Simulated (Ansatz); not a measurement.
Vibrational response of ZrO$_{2}$ at -3 GPa

Level of theory: DFT PBE, scalar-relativistic, plane waves, PAW in Ansatz 0.2.0. Settings: 420 eV plane-wave cutoff, Γ-centred 8×8×8 mesh, fixed occupations. No spin polarisation. Phonons by linear response, acoustic sum rule imposed.

The cell, relaxed at -3 GPa:
```xyz
3
Lattice="0.0000 2.5691 2.5691 2.5691 0.0000 2.5691 2.5691 2.5691 0.0000" Properties=species:S:1:pos:R:3 pbc="T T T"
Zr    0.0000    0.0000    0.0000
O     1.2845    1.2845    1.2845
O     3.8536    3.8536    3.8536
```

Question: Is this structure stable against zone-centre distortions?

Answer: Yes, at Γ: no optical mode is imaginary. Strains and other wave vectors aren't tested by this run.

Question: List the optical modes at Γ without the LO field (i marks imaginary ones).

Answer:
```
frequency (THz) degeneracy IR intensity of the level ((D/Å)²/amu)
           6.12           3                                   96.46
          16.13           3                                    0.00
```

This fluorite-type form isn't the usual stable structure of the compound at low pressure.

Cost: 1 run of about 0.16 core-minutes, on AMD EPYC 9R45 (Zen 5) (shared hosts).